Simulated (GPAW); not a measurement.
# MgS (F-43m) in GPAW: settings compared

The runs below take MgS through dielectric tensor, RPA correlation energy, with LDA, PBEsol.

Program: GPAW 26.7.0. These are calculated values, not measurements. Logs are shortened: lines on timing, memory, paths and dates and some standing lists are left out, and cuts for length are marked. The log counts tension as positive stress, the text compression.

## (1) The structure

It takes space group F-43m (No. 216, cubic). Conventional cell: a = 5.666 Å, b = 5.666 Å, c = 5.666 Å, α = 90.00°, β = 90.00°, γ = 90.00°. S (site symmetry -43m) has 4 Mg at 2.45 Å as nearest neighbours. Mg (site symmetry -43m) is surrounded by 4 S at 2.45 Å.

The cell comes from a database or a generator and needn't be the stable form of this composition.

## (2) Dielectric tensor, LDA

run.py reads:

```python
import numpy as np
from ase import Atoms
from ase.dft.bandgap import bandgap
from ase.io import write
from gpaw import GPAW, PW
from gpaw.response.df import DielectricFunction

atoms = Atoms(['S', 'Mg'],
              cell=[[0.0, 2.8331200468, 2.8331200468],
                    [2.8331200468, 0.0, 2.8331200468],
                    [2.8331200468, 2.8331200468, 0.0]],
              scaled_positions=[[0.25, 0.25, 0.25],
                                [0.0, 0.0, 0.0]],
              pbc=True)

calc = GPAW(mode=PW(600),
            xc='LDA',
            kpts={'size': (7, 7, 7), 'gamma': True},
            occupations={'name': 'fermi-dirac', 'width': 0.001},
            nbands=16,
            convergence={'density': 1e-06},
            maxiter=150,
            txt='gpaw.txt')
atoms.calc = calc
energy = atoms.get_potential_energy()
calc.write('gs.gpw')
write('result.traj', atoms)
print(f'Energy: {energy:.6f} eV')
print('Fermi level:', round(calc.get_fermi_level(), 4), 'eV')
print(f'Gap: {bandgap(calc)[0]:.4f} eV, direct: {bandgap(calc, direct=True)[0]:.4f} eV')

for size in [(14, 14, 14), (20, 20, 20)]:
    name = 'x'.join(str(n) for n in size)
    dense = calc.fixed_density(kpts={'size': size, 'gamma': True},
                               nbands=34, convergence={'bands': 28, 'eigenstates': 1e-7},
                               update_fermi_level=True, txt=f'dense-{name}.txt')
    dense.write(f'{name}.gpw', mode='all')
    df = DielectricFunction(f'{name}.gpw', frequencies=np.array([0.0]), hilbert=False, eta=0.001,
                            ecut=80, nbands=28, intraband=False, txt=f'df-{name}.txt')
    for xc in ['RPA', 'LR0.3', 'ALDA_X']:
        for direction in ['x', 'y', 'z', [0, 1, 1], [1, 0, 1], [1, 1, 0]]:
            e0, e = df.get_macroscopic_dielectric_constant(xc=xc, direction=direction)
            print(f'{name} {xc} {direction}: {e0:.4f} without, {e:.4f} with local fields')
```

Potentials or basis: the program's PAW data sets (release 1.2.1) made for this functional, pw.

The run is started by

```
$ OMP_NUM_THREADS=1 python run.py
```

gpaw.txt:

```text
__  _  _
 | _ |_)|_||  |
 |__||  | ||/\| - 26.7.0

Input parameters:
  mode=PW(ecut=600.0),
  convergence={'density': 1e-06},
  kpts=MonkhorstPack(size=(7, 7, 7), gamma=True),
  maxiter=150,
  nbands=16,
  occupations=Occupations(name='fermi-dirac', width=0.001),
  xc=XC(name='LDA')

Diagonalizing LCAO Hamiltonian
Converting LCAO to pw mode

           S

       Mg

Atoms  # Å, Bohr magnetons
|   | symbol |        x |        y |        z |    initial magnetic moments |
|---|--------|----------|----------|----------|-----------------------------|
| 0 |      S | 1.416560 | 1.416560 | 1.416560 | ( 0.0000,  0.0000,  0.0000) |
| 1 |     Mg | 0.000000 | 0.000000 | 0.000000 | ( 0.0000,  0.0000,  0.0000) |

Unit cell  # Å
| periodic |        x |        y |        z |  lengths |    angles |
|----------|----------|----------|----------|----------|-----------|
|      yes | 0.000000 | 2.833120 | 2.833120 | 4.006637 | 60.000000 |
|      yes | 2.833120 | 0.000000 | 2.833120 | 4.006637 | 60.000000 |
|      yes | 2.833120 | 2.833120 | 0.000000 | 4.006637 | 60.000000 |

Number of symmetries: 24
Symmetry operations  # r_c * U_cc + t_c -> r_c
|    | kind |            matrix            |
|----|------|------------------------------|
|  0 |  E   |  1, 0, 0,  0, 1, 0,  0, 0, 1 |
|  1 |  σ   |  1, 0, 0,  0, 0, 1,  0, 1, 0 |
|  2 |  σ   |  1, 0,-1,  0, 1,-1,  0, 0,-1 |
|  3 |  C3  |  1, 0,-1,  0, 0,-1,  0, 1,-1 |
|  4 |  C3  |  1,-1, 0,  0,-1, 1,  0,-1, 0 |
|  5 |  σ   |  1,-1, 0,  0,-1, 0,  0,-1, 1 |
|  6 |  σ   |  0, 1, 0,  1, 0, 0,  0, 0, 1 |
|  7 |  C3  |  0, 1, 0,  0, 0, 1,  1, 0, 0 |
|  8 |  C2  |  0, 1,-1,  1, 0,-1,  0, 0,-1 |
|  9 |  S4  |  0, 1,-1,  0, 0,-1,  1, 0,-1 |
| 10 |  C3  |  0, 0, 1,  1, 0, 0,  0, 1, 0 |
| 11 |  σ   |  0, 0, 1,  0, 1, 0,  1, 0, 0 |
| 12 |  S4  |  0, 0,-1,  1, 0,-1,  0, 1,-1 |
| 13 |  C3  |  0, 0,-1,  0, 1,-1,  1, 0,-1 |
| 14 |  S4  |  0,-1, 1,  1,-1, 0,  0,-1, 0 |
| 15 |  C2  |  0,-1, 1,  0,-1, 0,  1,-1, 0 |
| 16 |  C3  |  0,-1, 0,  1,-1, 0,  0,-1, 1 |
| 17 |  S4  |  0,-1, 0,  0,-1, 1,  1,-1, 0 |
| 18 |  S4  | -1, 1, 0, -1, 0, 1, -1, 0, 0 |
| 19 |  C3  | -1, 1, 0, -1, 0, 0, -1, 0, 1 |
| 20 |  C3  | -1, 0, 1, -1, 1, 0, -1, 0, 0 |
| 21 |  S4  | -1, 0, 1, -1, 0, 0, -1, 1, 0 |
| 22 |  σ   | -1, 0, 0, -1, 1, 0, -1, 0, 1 |
| 23 |  C2  | -1, 0, 0, -1, 0, 1, -1, 1, 0 |

BZ-sampling:
  Number of BZ points: 343
  Number of IBZ points: 20

  Monkhorst-Pack size: [7, 7, 7]
  Monkhorst-Pack shift: [0, 0, 0]

K-points  # in reciprocal-cell coordinates
|     |                                coordinates |     weight |
|-----|--------------------------------------------|------------|
|   0 | (  0.00000000,   0.00000000,   0.00000000) | 0.00291545 |
|   1 | (  0.14285714,   0.14285714,   0.00000000) | 0.01749271 |
|   2 | (  0.14285714,   0.14285714,   0.14285714) | 0.02332362 |
|   3 | (  0.28571429,   0.14285714,   0.14285714) | 0.03498542 |
|   4 | (  0.28571429,   0.28571429,   0.00000000) | 0.01749271 |
|   5 | (  0.28571429,   0.28571429,   0.14285714) | 0.06997085 |
|   6 | (  0.28571429,   0.28571429,   0.28571429) | 0.02332362 |
|   7 | (  0.42857143,  -0.28571429,  -0.28571429) | 0.03498542 |
|   8 | (  0.42857143,   0.28571429,  -0.42857143) | 0.13994169 |
|   9 | (  0.42857143,   0.28571429,  -0.28571429) | 0.06997085 |
| ... |                                            |            |
|  19 | (  0.42857143,   0.42857143,   0.42857143) | 0.02332362 |

Plane wave coefficients: 1532
Cutoff: 600.0 eV

Spin-components: 1 (collinear spins)
Bands:           16
Projectors:      10
Spin-degeneracy: 2
Datatype:        complex128

Parallelization:
  kpt:    1
  domain: 1
  band:   1

Density:
  Valence electrons: 16.0
  Components: 1
  Grid points: [24 24 24]
  Charge: 0.0  # |e|

Potential:
  Grid points: [24 24 24]

species:
  S:
    name:    Sulfur
    Z:       16.0
    valence: 6
    core:    10
    charge:  0.0  # [|e|]
    compensation charges:
      type: gauss
      rc: 0.24  # [Å]
      lmax: 2
    cutoffs:
      filter: 1.77  # [Å]
      core: 1.66  # [Å]
    projectors
    | kind |    occ | energy [eV] | rcut [Å] |
    |------|--------|-------------|----------|
    |   3s |  2.000 |     -17.278 |    0.974 |
    |   3p |  4.000 |      -7.106 |    0.979 |
    |    s |        |       9.933 |    0.974 |
    |    p |        |      20.105 |    0.979 |
    |    d |        |       0.000 |    0.900 |

    Using partial waves for S as LCAO basis

  Mg:
    name:    Magnesium
    Z:       12.0
    valence: 10
    core:    2
    charge:  0.0  # [|e|]
    compensation charges:
      type: gauss
      rc: 0.33  # [Å]
      lmax: 2
    cutoffs:
      filter: 1.86  # [Å]
      core: 0.54  # [Å]
    projectors
    | kind |    occ | energy [eV] | rcut [Å] |
    |------|--------|-------------|----------|
    |   2s |  2.000 |     -79.291 |    1.090 |
    |   3s |  2.000 |      -4.782 |    1.090 |
    |   2p |  6.000 |     -46.725 |    1.085 |
    |   3p |  0.000 |      -1.374 |    1.085 |
    |    d |        |       0.000 |    1.037 |

    Using partial waves for Mg as LCAO basis

Reference energy: -16251.813960  # eV

eigensolver:
  PPCG
  Converge bands: occupied
  niter=2

density mixing:
  MSR1-Mixer
  Pratt-step length: 0.05
  Maximum mixing coefficient: 0.75
  Old densities: 10
  SVD Regularization: 0.005
  Good broyden scale: 1.0
  Trust region scale: 1.0
  Backstep threshold: 4.0
  History deletion threshold: 6.0
  Fourier metric: weight=20.0, sigma=0.015

occupation numbers:
  Fermi-Dirac:
    width: 0.0010  # eV

poisson solver:
  ecut: 4800.0  # eV

xc functional:
  name: None

convergence criteria:
- Maximum integral of absolute [dens]ity change: 1e-06 electrons / valence electron
- Maximum [total energy] change in last 3 cyles: 0.0005 eV / valence electron
- Maximum integral of absolute [eigenst]ate change: 4e-08 eV^2 / valence electron
maximum number of iterations: 150

SCF iterations
|iter     | |      energy | eigst |  dens |
|---------|-|-------------|-------|-------|
|iter:   1| |   -9.895771 | -0.04 |       |
|iter:   2| |   -9.802932 | -2.06 | -1.08 |
|iter:   3| |   -9.439462 | -1.73 | -1.12 |
|iter:   4| |   -9.439231 | -3.42 | -1.77 |
|iter:   5| |   -9.439385c| -4.06 | -2.21 |
|iter:   6| |   -9.439396c| -5.89 | -3.28 |
|iter:   7| |   -9.439398c| -6.97 | -3.71 |
|iter:   8| |   -9.439398c| -7.48c| -5.02 |
|iter:   9| |   -9.439398c| -8.50c| -5.54 |
|iter:  10| |   -9.439398c| -8.91c| -6.22c|

Converged in 10 steps
Energy contributions relative to reference atoms: (reference = -16251.813960)

Energy contributions:
  Kinetic:           6.309828
  Coulomb:          -5.832895
  Zero:             -0.015072
  External:          0.000000
  Xc:               -9.901260
  Entropy:          -0.000000
  Spinorbit:         0.000000
  ----------------------------
  Free energy:      -9.439398
  Extrapolated:     -9.439398

dipole moment: (-10.859817, -10.859817, -10.859817)  # |e|*Ang

Fermi level: 2.533
Eigenvalues  # (at kpt = [0.000, 0.000, 0.000])
| band index |      eig [eV] | occ [0-2] |
|------------|---------------|-----------|
|          0 |       -71.659 |     2.000 |
|          1 |       -39.107 |     2.000 |
|          2 |       -39.107 |     2.000 |
|          3 |       -39.107 |     2.000 |
|          4 |        -9.705 |     2.000 |
|          5 |         1.541 |     2.000 |
[... 8 lines left out ...]
|         14 |        14.922 |     0.000 |
|         15 |        15.199 |     0.000 |

Gap: 3.173 eV
Transition (v -> c):
  (s=0, k=0, n=7, [0.00, 0.00, 0.00]) -> (s=0, k=0, n=8, [0.00, 0.00, 0.00])
No difference between direct/indirect transitions
# Writing to gs.gpw (mode='')
```

It took 2.6 min on 1 thread of AMD EPYC 9R45 (Zen 5), shared host; peak memory 1 GiB.

What came out:

```
Free energy                             : -9.4394 eV
Band gap on the k mesh                  : 3.17 eV, direct
Electronic dielectric tensor (diagonal) : 3.90
```

Electronic dielectric tensor:
```
3.90 0.00 0.00
0.00 3.90 0.00
0.00 0.00 3.90
```

Caveat: the long-wavelength limit can be off by a per cent or two.

## (3) RPA correlation energy, PBEsol

run.py reads:

```python
import numpy as np
from ase import Atoms
from ase.units import Bohr, Ha
from gpaw import GPAW, PW, setup_paths
from gpaw.hybrids.energy import non_self_consistent_energy
from gpaw.xc.rpa import RPACorrelation

setup_paths.insert(0, '.')

atoms = Atoms(['S', 'Mg'],
              cell=[[0.0, 2.8331200468, 2.8331200468],
                    [2.8331200468, 0.0, 2.8331200468],
                    [2.8331200468, 2.8331200468, 0.0]],
              scaled_positions=[[0.25, 0.25, 0.25],
                                [0.0, 0.0, 0.0]],
              pbc=True)

for x in [0.94, 0.97, 1.0, 1.03, 1.06]:
    ecuts = np.array([128.0, 160.0, 200]) * x**(-2 / 3)  # the same plane waves at each volume
    a = atoms.copy()
    a.set_cell(atoms.cell * x**(1 / 3), scale_atoms=True)
    calc = GPAW(mode=PW(600),
                xc='PBEsol',
                kpts={'size': (3, 3, 3), 'gamma': True},
                occupations={'name': 'fermi-dirac', 'width': 0.001},
                nbands=16,
                convergence={'density': 1e-06},
                maxiter=150,
                txt=f'gs-{x:.2f}.txt')
    a.calc = calc
    dft = a.get_potential_energy(force_consistent=True)
    calc.write(f'gs-{x:.2f}.gpw')
    exx = non_self_consistent_energy(calc, 'EXX').sum()
    calc.diagonalize_full_hamiltonian(nbands=int(a.get_volume() / Bohr**3 * (ecuts[-1] / Ha)**1.5 * 2**0.5 / 3 / np.pi**2 * 1.15) + 30)
    calc.write(f'full-{x:.2f}.gpw', mode='all')
    ec = RPACorrelation(f'full-{x:.2f}.gpw', ecut=ecuts, nfrequencies=12, skip_gamma=False, txt=f'rpa-{x:.2f}.txt').calculate()
    slope, ec_inf = np.polyfit(ecuts**-1.5, ec, 1)
    print(f'V = {a.get_volume():.4f} A^3: DFT {dft:.5f}, EXX {exx:.5f}, correlation', *ec.round(5), f'extrapolated {ec_inf:.5f}, total {exx + ec_inf:.5f} eV', flush=True)
```

Potentials or basis: PAW data sets generated in the run's folder for this functional, pw.

The run is started by

```
$ gpaw-setup -x -f PBEsol Mg S
$ OMP_NUM_THREADS=1 python run.py
```

Log:

```text
Non-self-consistent RPA correlation energy

Atoms                          : MgS
Ground state XC functional     : PBEsol
Valence electrons              : 16
Number of bands                : 365
Number of spins                : 1
Number of k-points             : 27
Number of irreducible k-points : 4
Number of irreducible q-points : 4

    q: [0.0000 0.0000 0.0000] - weight: 0.037
    q: [0.3333 0.3333 0.6667] - weight: 0.444
    q: [0.3333 0.3333 0.0000] - weight: 0.222
    q: [0.3333 0.3333 0.3333] - weight: 0.296

Analytical coupling constant integration

Frequencies
    Gauss-Legendre integration with 12 frequency points
    Transformed from [0,oo] to [0,1] using e^[-aw^(1/B)]
    Highest frequency point at 800.0 eV and B=2.0

    G-vector decomposition        : 1

Response function bands : Equal to number of plane waves
Plane wave cutoffs (eV) : 133.390 166.738 208.423
No Coulomb truncation

# 0
q = [0.000 0.000 0.000]
E_cut = 133 eV / Bands = 169:
E_c(q) = -13.047 eV
E_cut = 166 eV / Bands = 181:
E_c(q) = -13.180 eV
E_cut = 208 eV / Bands = 283:
E_c(q) = -14.008 eV

# 1
q = [0.333 0.333 0.667]
E_cut = 133 eV / Bands = 142:
E_c(q) = -11.034 eV
E_cut = 166 eV / Bands = 212:
E_c(q) = -11.913 eV
E_cut = 208 eV / Bands = 284:
E_c(q) = -12.428 eV

# 2
q = [0.333 0.333 0.000]
E_cut = 133 eV / Bands = 153:
E_c(q) = -11.297 eV
E_cut = 166 eV / Bands = 218:
E_c(q) = -12.056 eV
E_cut = 208 eV / Bands = 302:
E_c(q) = -12.616 eV

# 3
q = [0.333 0.333 0.333]
E_cut = 133 eV / Bands = 153:
E_c(q) = -11.404 eV
E_cut = 166 eV / Bands = 205:
E_c(q) = -12.031 eV
E_cut = 208 eV / Bands = 290:
E_c(q) = -12.646 eV

==========================================================

Total correlation energy:
   133:   -11.2767 eV
   167:   -12.0266 eV
   208:   -12.5927 eV

Extrapolated energies:
   133 - 167:  -13.913 eV
   167 - 208:  -14.017 eV
```

Wall time 6.5 min (1 thread of AMD EPYC 7R43 (Zen 3), shared host); peak memory 0.63 GiB.

The run converged, but some of its settings lie outside the range that counts as converged, so its numbers aren't taken as properties of the crystal.

Results:

```
Equilibrium volume                      : 21.64 Å³/atom
Bulk modulus                            : 80 GPa
Pressure derivative of the bulk modulus : 5.9 (rough: it moves with the points fitted)
```

Caveat: the k mesh is coarse (spacing up to 0.64 Å⁻¹), so the values aren't converged; the long-wavelength limit can be off by a per cent or two; the response cutoff is short for absolute correlation energies.
